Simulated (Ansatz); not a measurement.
An Ansatz input:

```yaml
crystal:
  lattice:
    - [3.1025165284, 0.0, 0.0]
    - [0.0, 3.1025165284, 0.0]
    - [0.0, 0.0, 3.1025165284]
  atoms:
    - { symbol: Mn, position: [0.0, 0.0, 0.0], spin: 3.833 }
    - { symbol: Mn, position: [0.5, 0.5, 0.5], spin: -3.833 }
hamiltonian:
  xc: r2scan
  pseudopotentials:
    kind: paw
    azcp:
      Mn: "pseudopotentials/Mn.paw.azcp"
basis:
  ecutwfc: 500
  fft_grid_basis: typed
kpoints:
  mp_grid: { grid: [11, 11, 11], shift: [0, 0, 0] }
magnetization:
  spin_polarized: true
scf:
  occupations: { method: fermi_dirac, width: 0.05 }
  lower_state_search: "off"
output:
  stress: true
```

Output

```
Engine: ansatz 0.2.0, x86_64-unknown-linux-gnu
Pseudopotentials: kind: paw
Pseudopotential: Mn, paw, valence charge 15, recommended cutoff 500 eV (meta_gga) 
Functional definition: r2SCAN
  parameter k0 = 0.174
  parameter k1 = 0.065
  parameter a1 = 4.9479
  exchange = r2scan_x(k0 = k0, k1 = k1, a1 = a1)
  correlation = r2scan_c
Crystal: 2 atoms, lattice volume = 29.864 Å³
Basis set: ecut = 500 eV, 739 PW (Γ), exchange–correlation on 96×96×96 points (64 copies of the dense FFT grid, shifted against one another)
Bands: 23, of which v1, the nominal top of the filled ones, is band 15 counted from 1 (14 counted from 0)
Symmetry: 48 space group operations
Space group: Pm-3m (ITA 221), of the structure as read, at distance tolerance 3.1e-5 Å
Magnetic group: BNS 221.97 (UNI 1599), of the structure as read, at distance tolerance 3.1e-5 Å
k-points: 56 of 1331
Non-local potential: Mn, projectors of the file, l = 0: 3, l = 1: 2, l = 2: 3, l = 3: 1
PAW form: soft (Blöchl's): semilocal exchange-correlation on the pseudo side does not see the compensation charge
PAW frozen core: Mn, regenerated for the run's functional (the file was generated under x = pbe(κ = 0.804, μ = 0.2195149727645171), c = pbe(β = 0.06672455060314922))
PAW one-centre angular grid: Mn, 590 points (default); XC on 160 Gauss nodes
Initial density: superposition of atomic densities (chi_scale 0.1, normalization cell)
Starting moments: Σ|m| = 7.666 μB on 2 of 2 sites
Starting magnetic order: antiferromagnet; a translation exchanges its spin sublattices: spin-degenerate at every k-point
Initial wavefunctions: pseudopotential atomic-orbital guess
Functional: x = r2scan, c = r2scan; τ floored in thin density (d = 2e-4 eV/Å³)
iter 1 solved again at ethr=7.54e-4 eV; its pass at ethr=3.10e-3 eV (dr2=2.26e-1 eV) is discarded
SCF iter   1: F=-7807.807255 eV  HF=-7807.753551 eV  |F-HF|=5.37e-2  |Δ(HF+E_count)|=         —  Δρ=2.17e-2 (↑2.17e-2 ↓2.17e-2)  dr2=2.26e-1  dr2_τ=5.64e-3  dr2_m=7.38e-2  M=0.000 μB ∫|m|=7.708 μB  β_m=0.30  ethr=7.54e-4  ⟨swp⟩=1.0  Hψ=6909  notcnv=0
Mixer restart at iter 1: flushing history
spin-set hold released at iteration 1 (the charge has settled, or the pull on large starting moments outlasts its swing): the magnetisation degrees of freedom join the quasi-Newton model from the next iteration; the mixer history was flushed
SCF iter   2: F=-7807.961497 eV  HF=-7807.891759 eV  |F-HF|=6.97e-2  |Δ(HF+E_count)|=   1.38e-1  Δρ=1.86e-2 (↑1.86e-2 ↓1.86e-2)  dr2=4.87e-2  dr2_τ=1.72e-3  dr2_m=8.05e-2  M=0.000 μB ∫|m|=7.809 μB  β_m=0.30  ethr=7.53e-4  ⟨swp⟩=2.5  Hψ=2356  notcnv=0  κ⁻¹=1.0e0(r=1)
SCF iter   3: F=-7807.997504 eV  HF=-7807.951140 eV  |F-HF|=4.64e-2  |Δ(HF+E_count)|=   5.94e-2  Δρ=1.47e-2 (↑1.47e-2 ↓1.47e-2)  dr2=1.12e-2  dr2_τ=8.88e-4  dr2_m=5.28e-2  M=0.000 μB ∫|m|=7.903 μB  β_m=0.30  ethr=1.62e-4  ⟨swp⟩=2.1  Hψ=2366  notcnv=0  defer=42  κ⁻¹=7.7e-2(r=2)
SCF iter   4: F=-7808.012654 eV  HF=-7808.007839 eV  |F-HF|=4.81e-3  |Δ(HF+E_count)|=   5.67e-2  Δρ=5.95e-3 (↑5.95e-3 ↓5.95e-3)  dr2=2.30e-3  dr2_τ=1.24e-4  dr2_m=8.73e-3  M=0.000 μB ∫|m|=8.015 μB  β_m=0.30  ethr=3.72e-5  ⟨swp⟩=2.4  Hψ=2820  notcnv=0  defer=54  κ⁻¹=2.0e-2(r=3)
SCF iter   5: F=-7808.015478 eV  HF=-7808.015090 eV  |F-HF|=3.88e-4  |Δ(HF+E_count)|=   7.25e-3  Δρ=1.72e-3 (↑1.72e-3 ↓1.72e-3)  dr2=5.00e-4  dr2_τ=2.28e-5  dr2_m=6.45e-4  M=0.000 μB ∫|m|=8.059 μB  β_m=0.30  ethr=7.66e-6  ⟨swp⟩=2.0  Hψ=2689  notcnv=0  defer=73  κ⁻¹=4.9e-4(r=4)
SCF iter   6: F=-7808.016061 eV  HF=-7808.015833 eV  |F-HF|=2.28e-4  |Δ(HF+E_count)|=   7.43e-4  Δρ=6.56e-4 (↑6.56e-4 ↓6.56e-4)  dr2=9.74e-5  dr2_τ=2.48e-6  dr2_m=5.60e-5  M=0.000 μB ∫|m|=8.089 μB  β_m=0.30  ethr=1.67e-6  ⟨swp⟩=2.3  Hψ=2368  notcnv=0  defer=73  κ⁻¹=1.2e-4(r=5)
SCF iter   7: F=-7808.016109 eV  HF=-7808.016064 eV  |F-HF|=4.49e-5  |Δ(HF+E_count)|=   2.31e-4  Δρ=2.21e-4 (↑2.21e-4 ↓2.21e-4)  dr2=2.36e-5  dr2_τ=2.70e-7  dr2_m=5.82e-6  M=0.000 μB ∫|m|=8.088 μB  β_m=0.30  ethr=3.25e-7  ⟨swp⟩=2.0  Hψ=2001  notcnv=0  defer=73  κ⁻¹=2.0e-5(r=6)
SCF iter   8: F=-7808.016118 eV  HF=-7808.016104 eV  |F-HF|=1.32e-5  |Δ(HF+E_count)|=   4.08e-5  Δρ=1.29e-4 (↑1.29e-4 ↓1.29e-4)  dr2=5.27e-6  dr2_τ=1.22e-7  dr2_m=2.77e-6  M=0.000 μB ∫|m|=8.090 μB  β_m=0.30  ethr=7.86e-8  ⟨swp⟩=2.0  Hψ=1548  notcnv=0  defer=73  κ⁻¹=4.4e-6(r=7)
SCF iter   9: F=-7808.016122 eV  HF=-7808.016117 eV  |F-HF|=5.53e-6  |Δ(HF+E_count)|=   1.25e-5  Δρ=5.02e-5 (↑5.02e-5 ↓5.02e-5)  dr2=1.22e-6  dr2_τ=1.30e-8  dr2_m=2.72e-7  M=0.000 μB ∫|m|=8.093 μB  β_m=0.30  ethr=1.76e-8  ⟨swp⟩=2.1  Hψ=2082  notcnv=0  defer=73  κ⁻¹=8.1e-8(r=8)
SCF iter  10: F=-7808.016123 eV  HF=-7808.016123 eV  |F-HF|=2.23e-7  |Δ(HF+E_count)|=   5.78e-6  Δρ=1.42e-5 (↑1.42e-5 ↓1.42e-5)  dr2=1.13e-7  dr2_τ=1.43e-9  dr2_m=1.57e-8  M=0.000 μB ∫|m|=8.093 μB  β_m=0.30  ethr=4.05e-9  ⟨swp⟩=2.0  Hψ=2019  notcnv=0  defer=73  κ⁻¹=6.3e-8(r=8)
SCF iter  11: F=-7808.016123 eV  HF=-7808.016123 eV  |F-HF|=1.46e-8  |Δ(HF+E_count)|=   2.59e-7  Δρ=4.13e-6 (↑4.13e-6 ↓4.13e-6)  dr2=7.31e-9  dr2_τ=1.24e-10  dr2_m=1.26e-9  M=0.000 μB ∫|m|=8.093 μB  ethr=3.33e-10  ⟨swp⟩=4.0  Hψ=3910  notcnv=0
SCF 1 converged in 11 iterations: F = -7808.016123 eV  dr2 = 7.31e-9
this state was not tested for a lower state beside it, because the mixer in use, unlike msr1, does not test its closes by its own steps (another_mixer; see scf.mixing.algorithm and scf.lower_state_search)
SCF converged after 11 iterations
Magnetization: 0.0000 μB (15.0000 up, 15.0000 down)
Absolute magnetization: 8.0926 μB (∫|ρ↑−ρ↓|, with the PAW one-centre terms)
Spin contamination: 3.7741 ħ² per cell (⟨S²⟩ above its minimum at these occupations)
Per-site moments (μB) at R_I (Å): [(3.8389984261980064, 1.1083289783178958), (-3.8389984261980064, 1.1083289783178958)]
Free energy (F): -7808.016123 eV
Harris-Foulkes:  -7808.016123 eV  (|F-HF|=1.46e-8)
Internal energy: -7808.008243 eV  (E = F + TS)
E sigma→0 (E₀):  -7808.012183 eV
Entropy (-TS):   -0.007880 eV (-3.940 meV/atom)
Fermi energy:    14.850010 eV
--- Per-component energies (eV) ---
  E_band       = -536.171922
  E_kinetic    = 598.333620
  E_local      = -3819.710564  (includes V_loc(G=0)·N_el)
  E_nonlocal   = 494.844863
  E_hartree    = 1560.910514
  E_xc         = -216.839852
  E_vxc        = -319.646649  (∫ρ·V_xc dr)
  E_paw        = -2624.573552  (= ΣΔE_a)
  E_vpaw       = -634.095740  (= ΣTr[D̂ρ^β])
  E_aug_tail   = -0.000009  (compensation charges beyond the density's cutoff)
  E_vtau       = 22.287076  (kinetic-family band-sum trace: ∫τ·v_τ [+ j·A + Jᵃ·Aᵃ] dr)
  E_ewald      = -3800.407178
  E_core_change = -0.566086  (= ΣΔE_core)
  E_smearing   = -0.007880  (= −TS)
  E_closure    = 0.000000  (closes the sum)
  Σ components = -7808.016123   (vs F -7808.016123, Δ=0.00e0)
--- Stress (GPa, compression-positive) ---
       -0.001195      -0.000000       0.000000
       -0.000000      -0.001195       0.000000
        0.000000       0.000000      -0.001195
  P = ⅓ Tr σ = -0.0012 GPa (-0.012 kbar)
```

Command:

```sh
ansatz run input.yaml --threads 1 --pin off --max-ram 3584MiB --backend cpu --events-out ev --progress --plain --runs-dir out
```

On 1 thread of Intel(R) Xeon(R) Platinum 8259CL CPU @ 2.50GHz (Skylake/Cascade Lake) (shared host) this took about 10 s of wall time and 10 s of CPU time.
